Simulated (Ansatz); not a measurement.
**Ta: how well frozen cores do**

The same cell of Ta is computed with full-potential LAPW, PAW with frozen cores and datasets made for this crystal, to set the results side by side.

This is Ta in the fcc structure; at room conditions it is bcc.

Method: DFT PBE, scalar-relativistic, in Ansatz 0.2.0.

### 1 Starting point

Symmetry: Fm-3m, No. 225, cubic system. Conventional cell: a = 4.220 Å, b = 4.220 Å, c = 4.220 Å, α = 90.00°, β = 90.00°, γ = 90.00°. Around Ta (site symmetry m-3m) lie 12 Ta at 2.98 Å.

As a file:

```xyz
1
Lattice="0.0000 2.1100 2.1100 2.1100 0.0000 2.1100 2.1100 2.1100 0.0000" Properties=species:S:1:pos:R:3 pbc="T T T"
Ta    0.0000    0.0000    0.0000
```

The structure is an experimental refinement, used without relaxation.

### 2 Full-potential LAPW

Contents of input.yaml:

```yaml
crystal:
  lattice:
    - [0.0, 2.11, 2.11]
    - [2.11, 0.0, 2.11]
    - [2.11, 2.11, 0.0]
  atoms:
    - { symbol: Ta, position: [0.0, 0.0, 0.0] }
kpoints:
  mp_grid: { grid: [15, 15, 15] }
  band_path:
    path:
      - [0.0, 0.0, 0.0]
      - [0.5, 0.0, 0.5]
      - [0.625, 0.25, 0.625]
      - [0.375, 0.375, 0.75]
      - [0.0, 0.0, 0.0]
      - [0.5, 0.5, 0.5]
      - [0.5, 0.25, 0.75]
      - [0.5, 0.0, 0.5]
    npoints: 14
scf:
  occupations: { method: fermi_dirac, width: 0.08 }
hamiltonian:
  xc: pbe
  pseudopotentials: { kind: all_electron, lapw: { basis_error: 0.0005 } }
output:
  forces: true
  stress: true
  eigenvalues: true
  populations: true
  dos: { projected: true, de: 0.2, e_range: [-14, 8] }
```

The run is started by

```console
ansatz run input.yaml --threads 1 --pin off --max-ram 3072MiB --backend cpu --events-out ev --progress --plain --runs-dir out
```

What it wrote, cut to the lines that bear on the results:

```text
Ta: projections on atomic orbitals take those of the free atom 1s2 2s2 2p6 3s2 3p6 3d10 4s2 4p6 4d10 4f14 5s2 5p6 5d3 6s2, of charge +0.00 (hamiltonian.pseudopotentials.projection_atoms)
LAPW: plane waves up to 8.155 Å⁻¹, error target 5.0e-4 eV per atom; small_component_spin mean_spin; Ta in spheres of 1.492 Å, 37 of its electrons in bands, Dirac shells []
[...]
Pseudopotentials: kind: all_electron
Pseudopotential: Ta, LAPW, valence charge 37, Koelling and Harmon's equation, gaussian nucleus
Functional definition: PBE
[...]
Crystal: 1 atoms, lattice volume = 18.788 Å³
Basis set: ecut = 253.36270721787483 eV, 169 PW (Γ), exchange–correlation at level 2
Bands: 23, of which v1, the nominal top of the filled ones, is band 19 counted from 1 (18 counted from 0)
Symmetry: 48 space group operations
Space group: Fm-3m (ITA 225), of the structure as read, at distance tolerance 2.7e-5 Å
k-points: 120 of 3375
[...]
SCF iter   1: F=—  HF=-424569.034326 eV  |F-HF|=—  |Δ(HF+E_count)|=         —  Δρ=2.73e-2  dr2=8.30e-2  ethr=2.23e-4  ⟨swp⟩=3.0  Hψ=17425  notcnv=0
[...]
the basis was enlarged: its passes take 173.0 KiB over the memory plan, 1 of 1 planned eigensolver slots
[...]
SCF iter   8: F=-424568.875885 eV  HF=-424568.875885 eV  |F-HF|=2.79e-8  |Δ(HF+E_count)|=   2.38e-7  Δρ=2.10e-5  dr2=8.18e-8  ethr=4.75e-9  ⟨swp⟩=2.0  Hψ=8163  notcnv=0
[...]
NSCF: frozen V_eff on 99 k-points
SCF converged after 8 iterations
Free energy (F): -424568.875885 eV
[...]
E sigma→0 (E₀):  -424568.861849 eV
Entropy (-TS):   -0.028072 eV (-28.072 meV/atom)
Fermi energy:    24.041218 eV
[...]
--- Forces (eV/Å), atoms counted from 1 ---
  atom   1  Ta    -0.00000000     0.00000000     0.00000000
[...]
--- Stress (GPa, compression-positive) ---
        0.568964       0.000000       0.000000
        0.000000       0.568964      -0.000000
        0.000000      -0.000000       0.568964
  P = ⅓ Tr σ = 0.5690 GPa (5.690 kbar)
--- Band table (eV; the first three rows and the last of 120) ---
  k-point 0: bands = ["-192.4349", "-192.4349", "-192.4145", "-192.4145", "-192.4145", "-43.5427", "-9.5478", "-9.5478", "-9.5478", "4.6743", "4.6743", "4.6743", "4.6765", "4.7359", "4.7359", "4.7359", "15.9261", "24.4848", "24.4848", "24.4848", "27.4840", "27.4840", "36.1554"]
[...]
--- Löwdin populations: 1 site ---
  site symbol       q [e]
     0     Ta     72.8972
  spilling = 0.001408 (of n_electrons = 73.000000)
```

It took 12 s on 1 thread of Intel Xeon 6975P-C (Granite Rapids), shared host; peak memory 0.38 GiB.

Result: pressure 0.57 GPa; no gap.

Levels at the path's labelled points, in eV from the Fermi level:

| point | band 15 | band 16 | band 17 | band 18 | band 19 | band 20 | band 21 |
| --- | --- | --- | --- | --- | --- | --- | --- |
| Γ | -19.31 | -19.31 | -8.12 | 0.44 | 0.44 | 0.44 | 3.44 |
| X | -19.34 | -19.31 | -4.39 | -3.34 | 2.88 | 5.77 | 6.46 |
| U | -19.33 | -19.31 | -3.29 | -2.34 | 0.44 | 3.39 | 5.39 |
| K | -19.33 | -19.31 | -3.29 | -2.34 | 0.44 | 3.39 | 5.39 |
| Γ | -19.31 | -19.31 | -8.12 | 0.44 | 0.44 | 0.44 | 3.44 |
| L | -19.32 | -19.30 | -4.61 | 0.22 | 0.22 | 0.68 | 5.78 |
| W | -19.34 | -19.31 | -2.76 | -1.16 | -1.16 | 1.97 | 6.48 |
| X | -19.34 | -19.31 | -4.39 | -3.34 | 2.88 | 5.77 | 6.46 |

States per cell in windows of 1 eV (zero at the Fermi level; grid of 0.20 eV, so sharp peaks spill over the borders):

| from | to | total | Ta 5d | Ta 6s |
| --- | --- | --- | --- | --- |
| -9 | -8 | 0.00 | 0.00 | 0.00 |
| -8 | -7 | 0.04 | 0.00 | 0.04 |
| -7 | -6 | 0.10 | 0.01 | 0.09 |
| -6 | -5 | 0.17 | 0.03 | 0.13 |
| -5 | -4 | 0.47 | 0.24 | 0.21 |
| -4 | -3 | 0.82 | 0.63 | 0.17 |
| -3 | -2 | 0.86 | 0.79 | 0.05 |
| -2 | -1 | 1.03 | 0.97 | 0.03 |
| -1 | 0 | 1.40 | 1.22 | 0.10 |
| 0 | 1 | 1.18 | 1.02 | 0.08 |
| 1 | 2 | 0.86 | 0.81 | 0.02 |
| 2 | 3 | 0.97 | 0.90 | 0.03 |
| 3 | 4 | 0.69 | 0.65 | 0.02 |
| 4 | 5 | 0.76 | 0.70 | 0.03 |

### 3 PAW with frozen cores

Edit input.yaml of step 2 so:

```diff
@@ -24,3 +24,3 @@
   xc: pbe
-  pseudopotentials: { kind: all_electron, lapw: { basis_error: 0.0005 } }
+  pseudopotentials: { kind: paw }
 output:
@@ -29,3 +29,9 @@
   eigenvalues: true
+  efg: { contact_densities: true }
   populations: true
+  bader: true
   dos: { projected: true, de: 0.2, e_range: [-14, 8] }
+  write_density: true
+  write_potential: true
+  elf: true
+  volumetric_format: npy
```

The run is started by

```console
ansatz run input.yaml --threads 1 --pin off --max-ram 3072MiB --backend cpu --events-out ev --progress --plain --runs-dir out
```

What it wrote:

```text
Ta: output.efg is read without spin–orbit coupling, which moves field gradients at and beside such atoms by some per cent and up to a factor of two; PAW files take it under magnetization.noncollinear and magnetization.spin_orbit
Engine: ansatz 0.2.0
Pseudopotentials: kind: paw
Pseudopotential: Ta, paw, valence charge 13, recommended cutoff 420 eV (normal)
[... 1 set-up line as earlier in the session ...]
  parameter kappa = 0.804
  parameter beta = 0.06672455060314922
  exchange = pbe_x(kappa = kappa, mu = beta*pi^2/3)
  correlation = pbe_c(beta = beta)
Crystal: 1 atoms, lattice volume = 18.788 Å³
Basis set: ecut = 420 eV, 339 PW (Γ), exchange–correlation on 40×40×40 points (8 copies of the dense FFT grid, shifted against one another)
Bands: 11, of which v1, the nominal top of the filled ones, is band 7 counted from 1 (6 counted from 0)
[... 2 set-up lines as earlier in the session ...]
k-points: 120 of 3375
Non-local potential: Ta, projectors of the file, l = 0: 3, l = 1: 2, l = 2: 2, l = 3: 1
PAW form: soft (Blöchl's): semilocal exchange-correlation on the pseudo side does not see the compensation charge
PAW one-centre angular grid: Ta, 590 points (default); XC on 64 Gauss nodes
Initial density: superposition of atomic densities (neutral atoms: chi_scale 0, normalization atom), corrected by the library's trained network
Initial wavefunctions: pseudopotential atomic-orbital guess
Functional: x = pbe(κ = 0.804, μ = 0.2195149727645171), c = pbe(β = 0.06672455060314922)
SCF iter   1: F=—  HF=-9932.021511 eV  |F-HF|=—  |Δ(HF+E_count)|=         —  Δρ=2.81e-3  dr2=6.09e-4  ethr=1.77e-3  ⟨swp⟩=5.2  Hψ=7413  notcnv=0
preconditioner: auto → none  [metal: Δε(μ)=0.019 eV  Ē_g=7.830 eV  σ=0.080 eV  W_gap=0.06  n_scr=0 (ndim 8)  ℏωp=19.2 eV  f_vac=0.000  D(μ)=1.34/eV (n_scr^D=14)]
SCF iter   2: F=—  HF=-9932.021691 eV  |F-HF|=—  |Δ(HF+E_count)|=   1.80e-4  Δρ=1.53e-3  dr2=1.60e-4  ethr=4.68e-6  ⟨swp⟩=2.4  Hψ=2945  notcnv=0
SCF iter   3: F=—  HF=-9932.021817 eV  |F-HF|=—  |Δ(HF+E_count)|=   1.26e-4  Δρ=2.28e-4  dr2=4.44e-6  ethr=1.23e-6  ⟨swp⟩=2.0  Hψ=1616  notcnv=0
SCF iter   4: F=—  HF=-9932.021813 eV  |F-HF|=—  |Δ(HF+E_count)|=   4.90e-6  Δρ=8.20e-5  dr2=3.66e-7  ethr=3.41e-8  ⟨swp⟩=2.0  Hψ=2057  notcnv=0
iter 5 did not close the SCF: its close was put off for the readings that it lacked (scf_convergence_deferred on its scf_iter line)
SCF iter   5: F=-9932.021812 eV  HF=-9932.021812 eV  |F-HF|=1.47e-9  |Δ(HF+E_count)|=   1.34e-7  Δρ=1.08e-5  dr2=1.12e-8  ethr=2.82e-9  ⟨swp⟩=2.0  Hψ=1908  notcnv=0
SCF iter   6: F=-9932.021812 eV  HF=-9932.021812 eV  |F-HF|=6.17e-10  |Δ(HF+E_count)|=   1.84e-9  Δρ=4.54e-6  dr2=1.23e-9  ethr=8.61e-11  ⟨swp⟩=5.5  Hψ=6607  notcnv=0
SCF 1 converged in 6 iterations: F = -9932.021812 eV  dr2 = 1.23e-9
NSCF: frozen V_eff on 99 k-points
SCF converged after 6 iterations
Free energy (F): -9932.021812 eV
Harris-Foulkes:  -9932.021812 eV  (|F-HF|=6.17e-10)
Internal energy: -9931.993773 eV  (E = F + TS)
E sigma→0 (E₀):  -9932.007793 eV
Entropy (-TS):   -0.028040 eV (-28.040 meV/atom)
Fermi energy:    18.132286 eV
--- Per-component energies (eV) ---
  E_band       = -115.058501
  E_kinetic    = 364.843496
  E_local      = -571.260722  (includes V_loc(G=0)·N_el)
  E_nonlocal   = 14.175281
  E_hartree    = 196.615270
  E_xc         = -218.068474
  E_vxc        = -203.509569  (∫ρ·V_xc dr)
  E_paw        = -8396.326557  (= ΣΔE_a)
  E_vpaw       = -112.537499  (= ΣTr[D̂ρ^β])
  E_aug_tail   = 0.000167  (compensation charges beyond the density's cutoff)
  E_ewald      = -1321.972233
  E_smearing   = -0.028040  (= −TS)
  E_closure    = 0.000000  (closes the sum)
  Σ components = -9932.021812   (vs F -9932.021812, Δ=0.00e0)
--- Forces (eV/Å), atoms counted from 1 ---
  atom   1  Ta    -0.00000000     0.00000000     0.00000000
  max |Σ_I F_I| component: 1.03e-32 eV/Å
--- Stress (GPa, compression-positive) ---
        0.555588       0.000000       0.000000
        0.000000       0.555588       0.000000
        0.000000      -0.000000       0.555588
  P = ⅓ Tr σ = 0.5556 GPa (5.556 kbar)
--- PAW observables at the nuclei: V_zz in 10²¹ V/m², potentials from the cell's mean, atoms counted from 1 ---
  atom   1  Ta V_zz =    +0.000000   η = 0.0000   by run symmetry: forbidden
            electrostatic potential = -14500.356148 V   contact ρ = 8154567.828449 e/Å³
--- Band table (eV; the first three rows and the last of 120) ---
  k-point 0: bands = ["-49.4401", "-15.4458", "-15.4458", "-15.4458", "10.0201", "18.5793", "18.5793", "18.5793", "21.5796", "21.5796", "30.2732"]
  k-point 1: bands = ["-49.4363", "-15.4928", "-15.4518", "-15.4518", "10.1974", "18.4246", "18.6640", "18.6640", "21.4962", "21.4962", "30.6415"]
  k-point 2: bands = ["-49.4256", "-15.6240", "-15.4686", "-15.4686", "10.7045", "18.0463", "18.8680", "18.8680", "21.3355", "21.3355", "31.5261"]
  k-point 119: bands = ["-49.3233", "-16.1372", "-16.0912", "-15.8143", "15.3882", "16.6432", "17.2482", "20.2134", "24.4256", "27.2449", "28.4119"]
--- Löwdin populations: 1 site ---
  site symbol       q [e]
     0     Ta     12.8877
  spilling = 0.008635 (of n_electrons = 13.000000)
--- Bader charges: 1 site ---
  site symbol  charge [e]  shift [e]
     0     Ta      0.0000     0.0000
  estimated error of the sums over rays = 7.3e-7 e
```

Wall time 5.6 s (1 thread of Intel Xeon 6975P-C (Granite Rapids), shared host); peak memory 0.42 GiB.

This run gives: pressure 0.56 GPa; no gap.

The fields are shown in the conventional cell of this run's space group, carried over from its grid by interpolation.

Density in a lattice plane of the grid's cell (edges 4.22 and 4.22 Å, at 0.000 of the third edge), which holds Ta.

Values in e/Å³, 12 rows by 12 columns:
```
4.39 4.07 1.77 0.41 0.22 0.19 0.18 0.19 0.22 0.41 1.78 4.07
2.42 1.77 0.70 0.30 0.24 0.22 0.22 0.22 0.23 0.30 0.70 1.78
0.50 0.41 0.30 0.27 0.30 0.41 0.50 0.41 0.30 0.27 0.30 0.41
0.22 0.22 0.24 0.30 0.70 1.77 2.42 1.78 0.70 0.30 0.23 0.22
0.18 0.19 0.22 0.41 1.77 4.07 4.39 4.07 1.78 0.41 0.22 0.19
0.18 0.18 0.22 0.50 2.42 4.39 3.08 4.39 2.42 0.50 0.22 0.18
0.18 0.19 0.22 0.41 1.78 4.07 4.39 4.07 1.77 0.41 0.22 0.19
0.22 0.22 0.23 0.30 0.70 1.78 2.42 1.77 0.70 0.30 0.24 0.22
0.50 0.41 0.30 0.27 0.30 0.41 0.50 0.41 0.30 0.27 0.30 0.41
2.42 1.78 0.70 0.30 0.23 0.22 0.22 0.22 0.24 0.30 0.70 1.77
4.39 4.07 1.78 0.41 0.22 0.19 0.18 0.19 0.22 0.41 1.77 4.07
3.08 4.39 2.42 0.50 0.22 0.18 0.18 0.18 0.22 0.50 2.42 4.39
```
Columns run along the first of these edges and rows up along the second, over one cell in 12 and 12 even steps from the bottom left corner. Atoms in the plane (fractional): Ta at (0.00, 0.00), Ta at (0.50, 0.50).

ELF in the same plane.

Values, 12 rows by 12 columns:
```
0.46 0.68 0.56 0.18 0.31 0.47 0.49 0.47 0.31 0.18 0.56 0.68
0.63 0.56 0.29 0.23 0.34 0.31 0.26 0.31 0.34 0.23 0.29 0.56
0.19 0.18 0.23 0.29 0.23 0.18 0.19 0.18 0.23 0.29 0.23 0.18
0.26 0.31 0.34 0.23 0.29 0.56 0.63 0.56 0.29 0.23 0.34 0.31
0.49 0.47 0.31 0.18 0.56 0.68 0.46 0.68 0.56 0.18 0.31 0.47
0.55 0.49 0.26 0.19 0.63 0.46 0.00 0.46 0.63 0.19 0.26 0.49
0.49 0.47 0.31 0.18 0.56 0.68 0.46 0.68 0.56 0.18 0.31 0.47
0.26 0.31 0.34 0.23 0.29 0.56 0.63 0.56 0.29 0.23 0.34 0.31
0.19 0.18 0.23 0.29 0.23 0.18 0.19 0.18 0.23 0.29 0.23 0.18
0.63 0.56 0.29 0.23 0.34 0.31 0.26 0.31 0.34 0.23 0.29 0.56
0.46 0.68 0.56 0.18 0.31 0.47 0.49 0.47 0.31 0.18 0.56 0.68
0.00 0.46 0.63 0.19 0.26 0.49 0.55 0.49 0.26 0.19 0.63 0.46
```
Columns run along the first of these edges and rows up along the second, over one cell in 12 and 12 even steps from the bottom left corner. Atoms in the plane (fractional): Ta at (0.00, 0.00), Ta at (0.50, 0.50).

Both are smooth fields of the valence electrons: close to the nuclei they are not physical.

Maxima of ELF outside the ion cores: 0.67 between the atoms, 1.8 Å from Ta.

### 4 Datasets made for this crystal

Edit input.yaml of step 3 so:

```diff
@@ -19,3 +19,3 @@
       - [0.5, 0.0, 0.5]
-    npoints: 14
+    npoints: 8
 scf:
@@ -24,3 +24,3 @@
   xc: pbe
-  pseudopotentials: { kind: paw }
+  pseudopotentials: { kind: all_electron, datasets: crystal }
 output:
@@ -30,8 +30 @@
   efg: { contact_densities: true }
-  populations: true
-  bader: true
-  dos: { projected: true, de: 0.2, e_range: [-14, 8] }
-  write_density: true
-  write_potential: true
-  elf: true
-  volumetric_format: npy
```

The run is started by

```console
ansatz run input.yaml --threads 1 --pin off --max-ram 3072MiB --backend cpu --events-out ev --progress --plain --runs-dir out
```

What it wrote, cut to the lines that bear on the results:

```text
[...]
Ta: output.efg is read without spin–orbit coupling, which moves field gradients at and beside such atoms by some per cent and up to a factor of two; PAW files take it under magnetization.noncollinear and magnetization.spin_orbit
[...]
[... 1 set-up line as earlier in the session ...]
Pseudopotential: Ta, paw, valence charge 27, recommended cutoff 240 eV (normal), Koelling and Harmon's equation, gaussian nucleus
[... 1 set-up line as earlier in the session ...]
[...]
Crystal: 1 atoms, lattice volume = 18.788 Å³
Basis set: ecut = 240 eV, 169 PW (Γ), exchange–correlation on 32×32×32 points (8 copies of the dense FFT grid, shifted against one another)
Bands: 11, of which v1, the nominal top of the filled ones, is band 7 counted from 1 (6 counted from 0)
[... 2 set-up lines as earlier in the session ...]
k-points: 120 of 3375
[...]
Fermi energy:    24.041212 eV
[...]
  The terms above E_closure are by the made datasets' own strengths, without shells solved beside the bands.
--- Forces (eV/Å), atoms counted from 1 ---
  atom   1  Ta     0.00000000     0.00000000    -0.00000000
[...]
--- Stress (GPa, compression-positive) ---
        0.568232       0.000000      -0.000000
        0.000000       0.568232      -0.000000
        0.000000      -0.000000       0.568232
  P = ⅓ Tr σ = 0.5682 GPa (5.682 kbar)
  It holds what live shells' own plane waves past their cutoff add
--- PAW observables at the nuclei: V_zz in 10²¹ V/m², potentials from the cell's mean, atoms counted from 1 ---
  atom   1  Ta V_zz =    +0.000000   η = 0.0000   by run symmetry: forbidden
            electrostatic potential = -14500.294640 V   contact ρ = 8150708.638247 e/Å³
--- Band table (eV; the first three rows and the last of 120) ---
  k-point 0: bands = ["-43.5427", "-9.5478", "-9.5478", "-9.5478", "15.9262", "24.4848", "24.4848", "24.4848", "27.4841"]
[...]
```

Run time: 9.3 s. Hardware: 1 thread of Intel Xeon 6975P-C (Granite Rapids), shared host; peak memory 0.51 GiB.

Result: pressure 0.57 GPa; no gap.

| atom | contact density (e/Å³) |
| --- | --- |
| Ta | 8150709 |

### 5 Comparison

| method | pressure (GPa) | SCF cycles, all passes |
| --- | --- | --- |
| LAPW | 0.57 | 8 |
| PAW | 0.56 | 6 |
| crystal datasets | 0.57 | 7 |

### 6 What came out

```
         quantity                                           value
         pressure  LAPW 0.57, PAW 0.56, crystal datasets 0.57 GPa
       gap (LAPW)                                            none
highest ELF (PAW)                            0.67, 1.78 Å from Ta
```

**Reading.** The pressure of 0.6 GPa pushes the cell to expand, with the atoms held in place. With 37 electrons in the bands of a cell, and no spin, a band must be partly filled: it is a metal at this level. Within 0.3 eV of the Fermi level the largest projected share is Ta 5d (90 %). The projection holds only the free atom's occupied shells (Ta 6s, Ta 5d in this range). PAW lies -0.01 GPa from LAPW in pressure. The price, with the outputs that each input asks for: 12 s for LAPW against 5.6 s for PAW, about 2.1 to one. Spin-orbit coupling is left out, though the cell holds Ta; in elements this heavy it can shift bands and gaps by tenths of an eV.
